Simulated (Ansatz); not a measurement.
Runs of Ansatz 0.2.0 on Ru. Symmetry: P6_3/mmc, No. 194, hexagonal system. The conventional cell has a = 2.706 Å, b = 2.706 Å, c = 4.282 Å, α = 90.00°, β = 90.00°, γ = 120.00°. Ru (site symmetry -6m2) has 12 Ru at 2.65 to 2.71 Å as nearest neighbours. 

```tsv
task	level	cell	cutoff (eV)	smearing	points for each segment of the path	gap on the mesh (eV)	pressure (GPa)	relaxed volume (Å³/atom)
single point	PBE	as given	600	fermi-dirac 0.05 eV	-	none	4.5	-
relaxation of cell and atoms	rPW86-PBE	relaxed	420	fermi-dirac 0.05 eV	-	-	0.0	14.42
single point	PBE	as given	420	gaussian 0.026 eV	-	none	4.5	-
single point	PBE	as given	420	gaussian 0.016 eV	-	none	4.5	-
relaxation of cell and atoms	BLYP	relaxed	420	fermi-dirac 0.05 eV	-	none	0.0	14.42
relaxation of cell and atoms	RPBE+D3(BJ)	relaxed	420	fermi-dirac 0.05 eV	-	none	0.0	(a)
single point	PBE	as given	420	gaussian 0.018 eV	-	none	4.5	-
band structure	RPBE	as given	420	fermi-dirac 0.05 eV	14	none	9.0	-
```

Alike in all rows: potentials or basis Ansatz PAW; no spin polarisation; k mesh 11 × 11 × 6.

Fill in the values left out.

(a) 12.38.

Caveats: the potentials were made for another functional, which shifts forces and pressure (some runs); the PAW data sets come from PBE, with cores solved anew for the run's functional, which leaves a small shift of forces and pressure (some runs); the plane-wave basis is chosen anew once the cell has moved, so the energies of steps on either side of that aren't comparable (some runs); pairwise dispersion overbinds metals, which lowers pressure and volume (some runs).

A k mesh can miss the band edges, and the runs leave out spin-orbit coupling on Ru.

A gap of «none» marks a metal or a gap under the smearing width.

Not every run made on this cell is shown here.
